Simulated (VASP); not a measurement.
# V (P6_3/mmc) in VASP: further runs, part 2 of 2

VASP 6.6.1.

## (3) Single point, PBEsol (strain +0.000 along x and y, -0.030 along z, atoms carried along)

File INCAR:

```
SYSTEM = V
PREC = Accurate ; ENCUT = 520
EDIFF = 1E-6 ; ISMEAR = 0
SIGMA = 0.15 ; LREAL = .False.
LASPH = .True. ; NELM = 100
ALGO = Fast ; ISIF = 2
LWAVE = .False. ; LCHARG = .False.
GGA = PS ; NBANDS = 20
```

File KPOINTS:

```
regular mesh
0
Gamma
  21 21 10
  0 0 0
```

File POSCAR:

```
V
1.0
    2.6042941027      0.0000000000      0.0000000000
   -1.3021470513      2.2553848518      0.0000000000
    0.0000000000      0.0000000000      4.5816359200
V
2
Direct
    0.6666666667      0.3333333333      0.7500000000
    0.3333333333      0.6666666667      0.2500000000
```

Potentials or basis: VASP PAW PBE potentials, release 64 (V_sv).

Command:

```bash
$ cat potpaw_PBE.64/V_sv/POTCAR > POTCAR
$ mpirun -np 1 vasp_std > vasp.out
```

OUTCAR:

```text
SYSTEM = V
   PREC = Accurate
   ENCUT = 520
   EDIFF = 1E-6
   ISMEAR = 0
   LREAL = .False.
   LASPH = .True.
   NELM = 100
   ISIF = 2
   GGA = PS

 ion  position               nearest neighbor table
   1  0.667  0.333  0.750-   2 2.74   2 2.74   2 2.74   2 2.74   2 2.74   2 2.74
   2  0.333  0.667  0.250-   1 2.74   1 2.74   1 2.74   1 2.74   1 2.74   1 2.74

  LATTYP: Found a hexagonal cell.
 ALAT       =     2.6042941027
 C/A-ratio  =     1.7592621030

  Lattice vectors:

 A1 = (   2.6042941027,   0.0000000000,   0.0000000000)
 A2 = (  -1.3021470513,   2.2553848518,   0.0000000000)
 A3 = (   0.0000000000,   0.0000000000,   4.5816359200)

Analysis of symmetry for initial positions (statically):
=====================================================================
 Subroutine PRICEL returns:
 Original cell was already a primitive cell.

 Routine SETGRP: Setting up the symmetry group for a
 hexagonal supercell.

 Subroutine GETGRP returns: Found 24 space group operations
 (whereof 12 operations were pure point group operations)
 out of a pool of 24 trial point group operations.

The static configuration has the point symmetry D_3d.
 The point group associated with its full space group is D_6h.

Analysis of symmetry for dynamics (positions and initial velocities):
=====================================================================
 Subroutine PRICEL returns:
 Original cell was already a primitive cell.

 Routine SETGRP: Setting up the symmetry group for a
 hexagonal supercell.

 Subroutine GETGRP returns: Found 24 space group operations
 (whereof 12 operations were pure point group operations)
 out of a pool of 24 trial point group operations.

The dynamic configuration has the point symmetry D_3d.
 The point group associated with its full space group is D_6h.

 Subroutine INISYM returns: Found 24 space group operations
 (whereof 12 operations are pure point group operations),
 and found     1 'primitive' translations

----------------------------------------------------------------------------------------

                                     Primitive cell

  volume of cell :      26.9111

  direct lattice vectors                    reciprocal lattice vectors
     2.604294103  0.000000000  0.000000000     0.383981210  0.221691655  0.000000000
    -1.302147051  2.255384852  0.000000000     0.000000000  0.443383310  0.000000000
     0.000000000  0.000000000  4.581635920     0.000000000  0.000000000  0.218262651

  length of vectors
     2.604294103  2.604294103  4.581635920     0.443383310  0.443383310  0.218262651

  position of ions in fractional coordinates (direct lattice)
     0.666666667  0.333333333  0.750000000
     0.333333333  0.666666667  0.250000000

  ion indices of the primitive-cell ions
   primitive index   ion index
                 1           1
                 2           2

----------------------------------------------------------------------------------------

 KPOINTS: regular mesh

Automatic generation of k-mesh.
 Grid dimensions read from file:
 generate k-points for:   21   21   10

 Generating k-lattice:

  Cartesian coordinates                     Fractional coordinates (reciprocal lattice)
     0.018284820  0.010556745  0.000000000     0.047619048  0.000000000  0.000000000
     0.000000000  0.021113491  0.000000000     0.000000000  0.047619048  0.000000000
     0.000000000  0.000000000  0.021826265     0.000000000  0.000000000  0.100000000

  Length of vectors
     0.021113491  0.021113491  0.021826265

  Shift w.r.t. Gamma in fractional coordinates (k-lattice)
     0.000000000  0.000000000  0.000000000

 Subroutine IBZKPT returns following result:
 ===========================================

 Found    288 irreducible k-points:

 Following reciprocal coordinates:
            Coordinates               Weight
  0.000000  0.000000  0.000000      1.000000
  0.047619 -0.000000  0.000000      6.000000
  0.095238  0.000000  0.000000      6.000000
  0.142857 -0.000000  0.000000      6.000000
  0.190476  0.000000  0.000000      6.000000
  0.238095 -0.000000  0.000000      6.000000
[... 16 lines left out ...]
  0.142857  0.095238  0.000000     12.000000
  0.190476  0.095238  0.000000     12.000000
 [... further k-points ...]
   k-points           NKPTS =    288   k-points in BZ     NKDIM =    288   number of bands    NBANDS=     20
   number of dos      NEDOS =    301   number of ions     NIONS =      2
   total plane-waves  NPLWV =  14400
   dimension x,y,z NGX =    20 NGY =   20 NGZ =   36
   dimension x,y,z NGXF=    40 NGYF=   40 NGZF=   72
   ions per type =               2
   NGX,Y,Z   is equivalent  to a cutoff of  12.77, 12.77, 13.06 a.u.
   NGXF,Y,Z  is equivalent  to a cutoff of  25.53, 25.53, 26.13 a.u.
 SYSTEM =  V
   PREC   = accura    normal or accurate (medium, high low for compatibility)
   ISTART =      0    job   : 0-new  1-cont  2-samecut
   ICHARG =      2    charge: 1-file 2-atom 10-const
   ISPIN  =      1    spin polarized calculation?
   LNONCOLLINEAR =      F non collinear calculations
   LSORBIT =      F    spin-orbit coupling
   LASPH  =      T    aspherical Exc in radial PAW
   ENCUT  =  520.0 eV  38.22 Ry    6.18 a.u.   4.84  4.84  8.52*2*pi/ulx,y,z
   NELM   =    100;   NELMIN=  2; NELMDL= -5     # of ELM steps
   EDIFF  = 0.1E-05   stopping-criterion for ELM
   LREAL  =      F    real-space projection
   EDIFFG = 0.1E-04   stopping-criterion for IOM
   NSW    =      0    number of steps for IOM
   IBRION =     -1    ionic relax: 0-MD 1-quasi-New 2-CG
   NFREE  =      0    steps in history (QN), initial steepest desc. (CG)
   ISIF   =      2    stress and relaxation
   ISYM   =      2    0-nonsym 1-usesym 2-fastsym
   POTIM  = 0.5000    time-step for ionic-motion
   TEBEG  =    0.0;   TEEND  =   0.0 temperature during run
   PSTRESS=    0.0 pullay stress
   NELECT =      26.0000    total number of electrons
   NUPDOWN=      -1.0000    fix difference up-down
   EMIN   =  10.00;   EMAX   =-10.00  energy-range for DOS
   EFERMI =   0.00;   METHOD = LEGACY
   ISMEAR =     0;   SIGMA  =   0.15  broadening in eV -4-tet -1-fermi 0-gaus
   EFERMI_NEDOS =   21; number of points for ismear=-14 and -15
   IALGO  =     68    algorithm
   IMIX   =      4    mixing-type and parameters
     AMIX     =   0.40;   BMIX     =  1.00
     AMIX_MAG =   1.60;   BMIX_MAG =  1.00
  volume/ion in A,a.u.               =      13.46        90.80
  Fermi-wavevector in a.u.,A,eV,Ry     =   1.618411  3.058354 35.637123  2.619255
  Thomas-Fermi vector in A             =   2.712678
   LORBIT       =      0    0 simple, 1 ext, 2 COOP (PROOUT), +10 PAW based schemes
   GGA     = PS    functional components
   LHFCALC =     F    Hartree Fock is set to
   AEXX    =    0.0000 exact exchange contribution
   IVDW    =     0    specifies the selected vdW correction
   LEPSILON=     F    determine dielectric tensor
   LRPA    =     F    only Hartree local field effects (RPA)
 non-spin polarized calculation
 RMM-DIIS sequential band-by-band and
 Gauss-broadening in eV      SIGMA  =   0.15
  energy-cutoff  :      520.00
  volume of cell :       26.91
 maximum number of plane-waves:       742
 NGX is ok and might be reduce to    20
   NGX =  9   NGY =  9   NGZ = 17

 number of electron      26.0000000 magnetization

 Free energy of the ion-electron system (eV)
  ---------------------------------------------------
  ext. energy  EPLUGINS =         0.00000000
  ---------------------------------------------------
  free energy    TOTEN  =       -18.74465444 eV

  energy without entropy =      -18.70675977  energy(sigma->0) =      -18.72570711

 E-fermi :   9.9444     XC(G=0): -13.0520

 val. band max:        9.9436409486   @ k =   0.3333   0.1905   0.1000
 cond. band min:       9.9465274198   @ k =   0.1429   0.0952   0.1000
 fundamental gap:      0.0028864712
 Fermi energy:         9.9443929119

 k-point     1 :       0.0000    0.0000    0.0000
  band No.  band energies     occupation
      1     -53.8262      2.00000
      2     -53.6852      2.00000
      3     -28.0805      2.00000
      4     -27.3110      2.00000
      5     -27.2605      2.00000
      6     -27.2605      2.00000
[... 12 lines left out ...]
     19      12.9013      0.00000
     20      12.9013      0.00000
[... 507 lines left out ...]
 k-point    24 :       0.1905    0.0952    0.0000
  band No.  band energies     occupation
      1     -53.7243      2.00000
      2     -53.6199      2.00000
      3     -27.9105      2.00000
      4     -27.6806      2.00000
      5     -27.6292      2.00000
      6     -27.3843      2.00000
[... 12 lines left out ...]
     19      12.9632      0.00000
     20      16.3499      0.00000

 [... further k-points ...]
[... 5 lines left out ...]
  --------------------------------------------------------------------------------------
  -------------------------------------------------------------------------------------
  Total       -0.5122319     -0.5122319      0.2077691     -0.0000000      0.0000000     -0.0000000
  in kB      -30.4962163    -30.4962163     12.3697307     -0.0000000      0.0000000     -0.0000000
  external PRESSURE =     -16.2075673 kB  Pullay stress =       0.0000000 kB

 VOLUME and BASIS-vectors are now :
 -----------------------------------------------------------------------------
  energy-cutoff  :      520.00
  volume of cell :       26.91
      direct lattice vectors                 reciprocal lattice vectors
     2.604294103  0.000000000  0.000000000     0.383981210  0.221691655  0.000000000
    -1.302147051  2.255384852  0.000000000     0.000000000  0.443383310  0.000000000
     0.000000000  0.000000000  4.581635920     0.000000000  0.000000000  0.218262651

 POSITION                                       TOTAL-FORCE (eV/Angst)
 -----------------------------------------------------------------------------------
      1.30215      0.75179      3.43623         0.000000     -0.000000      0.000000
     -0.00000      1.50359      1.14541        -0.000000      0.000000      0.000000
 -----------------------------------------------------------------------------------
    total drift:                                0.000000     -0.000000      0.000000

  FREE ENERGIE OF THE ION-ELECTRON SYSTEM (eV)
  ---------------------------------------------------
  free  energy   TOTEN  =       -18.7446544406 eV

  energy  without entropy=      -18.7067597740  energy(sigma->0) =      -18.72570711
```

stdout:

```text
POSCAR found type information on POSCAR V
 POSCAR found :  1 types and       2 ions
 scaLAPACK will be used
 -----------------------------------------------------------------------------
|                                                                             |
|                                                                             |
|     You enforced a specific xc type in the INCAR file but a different       |
|     I HOPE YOU KNOW WHAT YOU ARE DOING!                                     |
|                                                                             |
 -----------------------------------------------------------------------------

 LDA part: xc-table for (Slater+PW92), standard interpolation
 POSCAR, INCAR and KPOINTS ok, starting setup
 FFT: planning ... GRIDC
 FFT: planning ... GRID_SOFT
 FFT: planning ... GRID
 WAVECAR not read
 entering main loop
```

It took 1.7 min on 1 thread of Intel Xeon Platinum 8488C (Sapphire Rapids), shared host; peak memory 0.23 GiB.

Results:

```
Free energy            : -18.7447 eV
Pressure               : -1.6 GPa
Band gap on the k mesh : none (metal or under the smearing width)
```

Levels at points of the mesh, in eV from the Fermi level:
| k point | band 9 | band 10 | band 11 | band 12 | band 13 | band 14 | band 15 | band 16 | band 17 | band 18 |
| --- | --- | --- | --- | --- | --- | --- | --- | --- | --- | --- |
| (0.00, 0.00, 0.00) | -6.96 | -3.50 | -0.40 | 0.09 | 0.29 | 0.29 | 0.66 | 0.66 | 1.72 | 1.72 |
| (0.00, 0.00, 0.50) | -5.08 | -5.08 | -0.92 | -0.92 | 0.31 | 0.31 | 0.31 | 0.31 | 2.54 | 2.54 |

Caveat: the PAW data sets were made with another functional, which shifts forces and pressure a little.
